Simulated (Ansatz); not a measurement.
Profile along the Te–Zn line in ZnTe (zinc blende)

ZnTe (zinc blende), conventional cell a = 6.0659 Å, b = 6.0659 Å, c = 6.0659 Å, α = 90.00°, β = 90.00°, γ = 90.00°. The calculation uses the primitive cell of 2 atoms, to which meshes and values per cell refer.

Fields along a shortest Te–Zn line of a {110} plane (2.63 Å), from Te to Zn, interpolated on the slice's grid (step about 0.3 Å). These are PBEsol (plane waves to 420 eV, PAW, scalar-relativistic; Ansatz, a program for electronic structure) values and carry that method's errors. k mesh 9×9×9. Inside the PAW spheres the values are not all-electron values, and peaks at nuclei hang on which shells count as valence. Spin-orbit coupling is left out, though Te is heavy. ZnTe was relaxed with its symmetry unable to fall.

```json
[
 {"distance from Te (Å)": "0.00", "valence electron density (e/Å³)": "17.54", "electron localisation function": "x", "density of the highest valence band (e/Å³)": "0.000", "density of the lowest conduction band (e/Å³)": "0.012"},
 {"distance from Te (Å)": "0.13", "valence electron density (e/Å³)": "16.39", "electron localisation function": "x", "density of the highest valence band (e/Å³)": "0.000", "density of the lowest conduction band (e/Å³)": "0.014"},
 {"distance from Te (Å)": "0.26", "valence electron density (e/Å³)": "13.43", "electron localisation function": "x", "density of the highest valence band (e/Å³)": "0.000", "density of the lowest conduction band (e/Å³)": "0.020"},
 {"distance from Te (Å)": "0.39", "valence electron density (e/Å³)": "9.63", "electron localisation function": "x", "density of the highest valence band (e/Å³)": "0.010", "density of the lowest conduction band (e/Å³)": "0.031"},
 {"distance from Te (Å)": "0.53", "valence electron density (e/Å³)": "5.73", "electron localisation function": "0.14", "density of the highest valence band (e/Å³)": "0.036", "density of the lowest conduction band (e/Å³)": "0.042"},
 {"distance from Te (Å)": "0.66", "valence electron density (e/Å³)": "2.80", "electron localisation function": "0.30", "density of the highest valence band (e/Å³)": "0.074", "density of the lowest conduction band (e/Å³)": "0.046"},
 {"distance from Te (Å)": "0.79", "valence electron density (e/Å³)": "1.34", "electron localisation function": "0.44", "density of the highest valence band (e/Å³)": "0.111", "density of the lowest conduction band (e/Å³)": "0.040"},
 {"distance from Te (Å)": "0.92", "valence electron density (e/Å³)": "0.80", "electron localisation function": "0.54", "density of the highest valence band (e/Å³)": "0.129", "density of the lowest conduction band (e/Å³)": "0.028"},
 {"distance from Te (Å)": "1.05", "valence electron density (e/Å³)": "0.61", "electron localisation function": "0.63", "density of the highest valence band (e/Å³)": "0.128", "density of the lowest conduction band (e/Å³)": "0.017"},
 {"distance from Te (Å)": "1.18", "valence electron density (e/Å³)": "0.50", "electron localisation function": "0.69", "density of the highest valence band (e/Å³)": "0.112", "density of the lowest conduction band (e/Å³)": "0.014"},
 {"distance from Te (Å)": "1.31", "valence electron density (e/Å³)": "0.42", "electron localisation function": "0.64", "density of the highest valence band (e/Å³)": "0.092", "density of the lowest conduction band (e/Å³)": "0.017"},
 {"distance from Te (Å)": "1.45", "valence electron density (e/Å³)": "0.38", "electron localisation function": "0.46", "density of the highest valence band (e/Å³)": "0.071", "density of the lowest conduction band (e/Å³)": "0.028"},
 {"distance from Te (Å)": "1.58", "valence electron density (e/Å³)": "0.40", "electron localisation function": "0.29", "density of the highest valence band (e/Å³)": "0.051", "density of the lowest conduction band (e/Å³)": "0.046"},
 {"distance from Te (Å)": "1.71", "valence electron density (e/Å³)": "0.50", "electron localisation function": "0.21", "density of the highest valence band (e/Å³)": "0.033", "density of the lowest conduction band (e/Å³)": "0.066"},
 {"distance from Te (Å)": "1.84", "valence electron density (e/Å³)": "0.77", "electron localisation function": "0.17", "density of the highest valence band (e/Å³)": "0.017", "density of the lowest conduction band (e/Å³)": "0.081"},
 {"distance from Te (Å)": "1.97", "valence electron density (e/Å³)": "1.45", "electron localisation function": "0.11", "density of the highest valence band (e/Å³)": "0.007", "density of the lowest conduction band (e/Å³)": "0.080"},
 {"distance from Te (Å)": "2.10", "valence electron density (e/Å³)": "3.44", "electron localisation function": "0.04", "density of the highest valence band (e/Å³)": "0.002", "density of the lowest conduction band (e/Å³)": "0.058"},
 {"distance from Te (Å)": "2.24", "valence electron density (e/Å³)": "9.13", "electron localisation function": "x", "density of the highest valence band (e/Å³)": "0.001", "density of the lowest conduction band (e/Å³)": "0.027"},
 {"distance from Te (Å)": "2.37", "valence electron density (e/Å³)": "21.58", "electron localisation function": "x", "density of the highest valence band (e/Å³)": "0.000", "density of the lowest conduction band (e/Å³)": "0.006"},
 {"distance from Te (Å)": "2.50", "valence electron density (e/Å³)": "38.01", "electron localisation function": "x", "density of the highest valence band (e/Å³)": "0.000", "density of the lowest conduction band (e/Å³)": "0.001"},
 {"distance from Te (Å)": "2.63", "valence electron density (e/Å³)": "38.47", "electron localisation function": "x", "density of the highest valence band (e/Å³)": "0.000", "density of the lowest conduction band (e/Å³)": "0.001"}
]
```

x: too close to a nucleus for the ELF to mean much. Band densities are of whole bands, smooth part only.

Density on the Te–Zn line (2.63 Å) at its density minimum, 1.4 Å from Te: 0.38 e/Å³. ELF at that point: 0.5. ELF maximum in the middle third of the Te–Zn line: 0.69, 1.2 Å from Te.
